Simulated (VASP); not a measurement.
# Cd (Fm-3m) in VASP: notebook

The runs below take Cd through single point, with PBEsol.

Program: VASP 6.6.1. These are calculated values, not measurements. Logs are shortened: lines on timing, memory, paths and dates and some standing lists are left out, and cuts for length are marked.

**1. The cell of the first run**

Symmetry: Fm-3m, No. 225, cubic system. Conventional cell: a = 4.569 Å, b = 4.569 Å, c = 4.569 Å, α = 90.00°, β = 90.00°, γ = 90.00°. Cd (site symmetry m-3m) is surrounded by 12 Cd at 3.23 Å.

This isn't the form of Cd at room conditions, which is hcp.

**2. Single point, PBEsol (strain +0.030 along x and y, +0.030 along z, atoms carried along)**

INCAR

```
ALGO = Normal ; EDIFF = 1E-7
ENCUT = 520 ; GGA = PS
ISIF = 2 ; ISMEAR = 0
LASPH = True ; LCHARG = False
LREAL = False ; LWAVE = False
NBANDS = 12 ; NELM = 100
PREC = Accurate ; SIGMA = 0.15
```

KPOINTS

```
k-points
0
Gamma
  18 18 18
```

POSCAR

```
Cd
1.0
    0.0000000000      2.2846942425      2.2846942425
    2.2846942425      0.0000000000      2.2846942425
    2.2846942425      2.2846942425      0.0000000000
Cd
1
Direct
    0.0000000000      0.0000000000      0.0000000000
```

Potentials or basis: VASP PAW PBE potentials, release 64 (Cd).

Started as:

```sh
> cat potpaw_PBE.64/Cd/POTCAR > POTCAR
> mpirun -np 1 vasp_std > vasp.out
```

OUTCAR:

```text
EDIFF = 1E-7
   ENCUT = 520
   GGA = PS
   ISIF = 2
   ISMEAR = 0
   LASPH = True
   LREAL = False
   NELM = 100
   PREC = Accurate

 ion  position               nearest neighbor table
   1  0.000  0.000  0.000-

  LATTYP: Found a face centered cubic cell.
 ALAT       =     4.5693884850

  Lattice vectors:

 A1 = (   0.0000000000,   2.2846942425,   2.2846942425)
 A2 = (   2.2846942425,   0.0000000000,   2.2846942425)
 A3 = (   2.2846942425,   2.2846942425,   0.0000000000)

Analysis of symmetry for initial positions (statically):
=====================================================================
 Subroutine PRICEL returns:
 Original cell was already a primitive cell.

 Routine SETGRP: Setting up the symmetry group for a
 face centered cubic supercell.

 Subroutine GETGRP returns: Found 48 space group operations
 (whereof 48 operations were pure point group operations)
 out of a pool of 48 trial point group operations.

The static configuration has the point symmetry O_h .

Analysis of symmetry for dynamics (positions and initial velocities):
=====================================================================
 Subroutine PRICEL returns:
 Original cell was already a primitive cell.

 Routine SETGRP: Setting up the symmetry group for a
 face centered cubic supercell.

 Subroutine GETGRP returns: Found 48 space group operations
 (whereof 48 operations were pure point group operations)
 out of a pool of 48 trial point group operations.

The dynamic configuration has the point symmetry O_h .

 Subroutine INISYM returns: Found 48 space group operations
 (whereof 48 operations are pure point group operations),
 and found     1 'primitive' translations

----------------------------------------------------------------------------------------

                                     Primitive cell

  volume of cell :      23.8514

  direct lattice vectors                    reciprocal lattice vectors
     0.000000000  2.284694243  2.284694243    -0.218847665  0.218847665  0.218847665
     2.284694243  0.000000000  2.284694243     0.218847665 -0.218847665  0.218847665
     2.284694243  2.284694243  0.000000000     0.218847665  0.218847665 -0.218847665

  length of vectors
     3.231045584  3.231045584  3.231045584     0.379055275  0.379055275  0.379055275

  position of ions in fractional coordinates (direct lattice)
     0.000000000  0.000000000  0.000000000

  ion indices of the primitive-cell ions
   primitive index   ion index
                 1           1

[... 82 lines left out ...]
   NELECT =      12.0000    total number of electrons
   NUPDOWN=      -1.0000    fix difference up-down
   EMIN   =  10.00;   EMAX   =-10.00  energy-range for DOS
   EFERMI =   0.00;   METHOD = LEGACY
   ISMEAR =     0;   SIGMA  =   0.15  broadening in eV -4-tet -1-fermi 0-gaus
   EFERMI_NEDOS =   21; number of points for ismear=-14 and -15
   IALGO  =     38    algorithm
   IMIX   =      4    mixing-type and parameters
     AMIX     =   0.40;   BMIX     =  1.00
     AMIX_MAG =   1.60;   BMIX_MAG =  1.00
  volume/ion in A,a.u.               =      23.85       160.96
  Fermi-wavevector in a.u.,A,eV,Ry     =   1.302058  2.460534 23.066723  1.695356
  Thomas-Fermi vector in A             =   2.433151
   LORBIT       =      0    0 simple, 1 ext, 2 COOP (PROOUT), +10 PAW based schemes
   GGA     = PS    functional components
   LHFCALC =     F    Hartree Fock is set to
   AEXX    =    0.0000 exact exchange contribution
   IVDW    =     0    specifies the selected vdW correction
   LEPSILON=     F    determine dielectric tensor
   LRPA    =     F    only Hartree local field effects (RPA)
 non-spin polarized calculation
 Gauss-broadening in eV      SIGMA  =   0.15
  energy-cutoff  :      520.00
  volume of cell :       23.85
 maximum number of plane-waves:       654
   NGX = 13   NGY = 13   NGZ = 13

 number of electron      12.0000002 magnetization

 Free energy of the ion-electron system (eV)
  ---------------------------------------------------
  ext. energy  EPLUGINS =         0.00000000
  ---------------------------------------------------
  free energy    TOTEN  =        -1.13903000 eV

  energy without entropy =       -1.13487856  energy(sigma->0) =       -1.13695428

 E-fermi :   1.9683     XC(G=0): -10.7005

 val. band max:        1.8876701053   @ k =  -0.3889   0.4444   0.1111
 cond. band min:       1.9885899113   @ k =   0.5000   0.1111   0.0556
 fundamental gap:      0.1009198060
 Fermi energy:         1.9682513240

 k-point     1 :       0.0000    0.0000    0.0000
  band No.  band energies     occupation
      1      -6.8031      2.00000
      2      -6.8031      2.00000
      3      -6.8031      2.00000
      4      -6.4254      2.00000
      5      -6.4254      2.00000
      6      -6.1406      2.00000
      7      15.6080      0.00000
      8      16.0841      0.00000
      9      16.0841      0.00000
     10      16.0841      0.00000
     11      19.3557      0.00000
     12      19.3557      0.00000
[... 331 lines left out ...]
 k-point    24 :      -0.2222    0.0556    0.0000
  band No.  band energies     occupation
      1      -6.9588      2.00000
      2      -6.7201      2.00000
      3      -6.7034      2.00000
      4      -6.4217      2.00000
      5      -6.3475      2.00000
      6      -4.5670      2.00000
      7       8.2663      0.00000
      8      13.0657      0.00000
      9      15.7194      0.00000
     10      15.9786      0.00000
     11      18.4826      0.00000
     12      18.6937      0.00000

 [... further k-points ...]

------------------------ aborting loop because EDIFF is reached ----------------------------------------

  FORCE on cell =-STRESS in cart. coord.  units (eV):
  Direction    XX          YY          ZZ          XY          YZ          ZX
  --------------------------------------------------------------------------------------
  -------------------------------------------------------------------------------------
  Total       -0.7424860     -0.7424860     -0.7424860      0.0000000      0.0000000      0.0000000
  in kB      -49.8751920    -49.8751920    -49.8751920      0.0000000      0.0000000      0.0000000
  external PRESSURE =     -49.8751920 kB  Pullay stress =       0.0000000 kB

 VOLUME and BASIS-vectors are now :
 -----------------------------------------------------------------------------
  energy-cutoff  :      520.00
  volume of cell :       23.85
      direct lattice vectors                 reciprocal lattice vectors
     0.000000000  2.284694243  2.284694243    -0.218847665  0.218847665  0.218847665
     2.284694243  0.000000000  2.284694243     0.218847665 -0.218847665  0.218847665
     2.284694243  2.284694243  0.000000000     0.218847665  0.218847665 -0.218847665

 POSITION                                       TOTAL-FORCE (eV/Angst)
 -----------------------------------------------------------------------------------
      0.00000      0.00000      0.00000         0.000000     -0.000000     -0.000000
 -----------------------------------------------------------------------------------
    total drift:                                0.000000      0.000000      0.000000

  FREE ENERGIE OF THE ION-ELECTRON SYSTEM (eV)
  ---------------------------------------------------
  free  energy   TOTEN  =        -1.1390300030 eV

  energy  without entropy=       -1.1348785591  energy(sigma->0) =       -1.13695428
```

Run time: 22 s. Hardware: 1 thread of Intel Xeon Platinum 8488C (Sapphire Rapids), shared host; peak memory 0.17 GiB.

Results:

* Free energy: -1.1390 eV
* Pressure: -5.0 GPa
* Band gap on the k mesh: none (metal or under the smearing width)

Caveat: the PAW data sets were made with another functional, which shifts forces and pressure a little.

**3. Single point, PBEsol (strain +0.015 along x and y, -0.030 along z, atoms carried along)**

INCAR

```
ALGO     = Fast           # electronic algorithm
EDIFF    = 1E-6           # SCF threshold, eV
ENCUT    = 520            # plane-wave cutoff, eV
GGA      = PS             # functional
ISIF     = 2              # what is computed and relaxed
ISMEAR   = 0              # smearing method
LASPH    = T              # aspherical terms in the spheres
LCHARG   = F              # write CHGCAR
LREAL    = F              # projectors in reciprocal space
LWAVE    = F              # write WAVECAR
NBANDS   = 12             # bands
NELM     = 100            # most SCF steps
PREC     = Accurate       # precision mode
SIGMA    = 0.15           # smearing width, eV
```

KPOINTS is that of step 2.

POSCAR

```
Cd
1.0
    0.0000000000      2.2514219962      2.1516052575
    2.2514219962      0.0000000000      2.1516052575
    2.2514219962      2.2514219962      0.0000000000
Cd
1
Direct
    0.0000000000      0.0000000000      0.0000000000
```

Potentials or basis: VASP PAW PBE potentials, release 64 (Cd).

Started as:

```sh
> cat potpaw_PBE.64/Cd/POTCAR > POTCAR
> mpirun -np 1 vasp_std > vasp.out
```

OUTCAR:

```text
EDIFF = 1E-6
   ENCUT = 520
   GGA = PS
   ISIF = 2
   ISMEAR = 0
   LASPH = T
   LREAL = F
   NELM = 100
   PREC = Accurate

 ion  position               nearest neighbor table
   1  0.000  0.000  0.000-

  LATTYP: Found a body centered tetragonal cell.
 ALAT       =     3.1839915217
 C/A-ratio  =     1.3515144389

  Lattice vectors:

 A1 = (   0.0000000000,  -2.2514219962,  -2.1516052575)
 A2 = (   0.0000000000,   2.2514219962,  -2.1516052575)
 A3 = (   2.2514219962,   0.0000000000,   2.1516052575)

[... 539 lines left out ...]
     12      19.5677      0.00000

 [... further k-points ...]

------------------------ aborting loop because EDIFF is reached ----------------------------------------

  FORCE on cell =-STRESS in cart. coord.  units (eV):
  Direction    XX          YY          ZZ          XY          YZ          ZX
  --------------------------------------------------------------------------------------
  -------------------------------------------------------------------------------------
  Total       -0.2910879     -0.2910879     -0.1323861      0.0000000      0.0000000      0.0000000
  in kB      -21.3810189    -21.3810189     -9.7240399      0.0000000      0.0000000      0.0000000
  external PRESSURE =     -17.4953592 kB  Pullay stress =       0.0000000 kB

 VOLUME and BASIS-vectors are now :
 -----------------------------------------------------------------------------
  energy-cutoff  :      520.00
  volume of cell :       21.81
      direct lattice vectors                 reciprocal lattice vectors
     0.000000000  2.251421996  2.151605257    -0.222081867  0.222081867  0.232384634
     2.251421996  0.000000000  2.151605257     0.222081867 -0.222081867  0.232384634
     2.251421996  2.251421996  0.000000000     0.222081867  0.222081867 -0.232384634

 POSITION                                       TOTAL-FORCE (eV/Angst)
 -----------------------------------------------------------------------------------
      0.00000      0.00000      0.00000         0.000000      0.000000      0.000000
 -----------------------------------------------------------------------------------
    total drift:                                0.000000      0.000000     -0.000000

  FREE ENERGIE OF THE ION-ELECTRON SYSTEM (eV)
  ---------------------------------------------------
  free  energy   TOTEN  =        -1.1820584629 eV

  energy  without entropy=       -1.1780792880  energy(sigma->0) =       -1.18006888
```

stdout:

```text
POSCAR found type information on POSCAR Cd
 POSCAR found :  1 types and       1 ions
 scaLAPACK will be used
 -----------------------------------------------------------------------------
|                                                                             |
|                                                                             |
|     You enforced a specific xc type in the INCAR file but a different       |
|     I HOPE YOU KNOW WHAT YOU ARE DOING!                                     |
|                                                                             |
 -----------------------------------------------------------------------------

 LDA part: xc-table for (Slater+PW92), standard interpolation
 POSCAR, INCAR and KPOINTS ok, starting setup
 FFT: planning ... GRIDC
 FFT: planning ... GRID_SOFT
 FFT: planning ... GRID
 WAVECAR not read
 entering main loop
```

Wall time 48 s (1 thread of Intel Xeon Platinum 8488C (Sapphire Rapids), shared host); peak memory 0.23 GiB.

What came out:

| Property | Result |
| --- | --- |
| Free energy | -1.1821 eV |
| Pressure | -1.7 GPa |
| Band gap on the k mesh | none (metal or under the smearing width) |

Stress tensor (GPa, compression positive):
```
-2.14  0.00  0.00
 0.00 -2.14  0.00
 0.00  0.00 -0.97
```

Levels at points of the mesh, in eV from the Fermi level:
| k point | band 2 | band 3 | band 4 | band 5 | band 6 | band 7 | band 8 | band 9 | band 10 | band 11 |
| --- | --- | --- | --- | --- | --- | --- | --- | --- | --- | --- |
| (0.00, 0.00, 0.00) | -9.06 | -8.91 | -8.77 | -8.62 | -8.49 | 13.98 | 14.99 | 15.01 | 15.01 | 18.29 |
| (0.50, 0.00, 0.00) | -9.07 | -8.94 | -8.21 | -8.14 | -2.29 | -1.27 | 12.07 | 12.44 | 13.73 | 16.05 |
| (0.50, 0.50, 0.00) | -9.59 | -8.20 | -8.07 | -8.07 | -0.36 | 2.08 | 6.34 | 6.34 | 10.62 | 10.69 |
| (0.50, 0.00, 0.50) | -9.59 | -8.20 | -8.13 | -8.04 | -0.97 | 1.11 | 7.00 | 7.15 | 11.36 | 11.45 |

Caveat: the PAW data sets were made with another functional, which shifts forces and pressure a little.

(Part 1 of 2 ends here.)
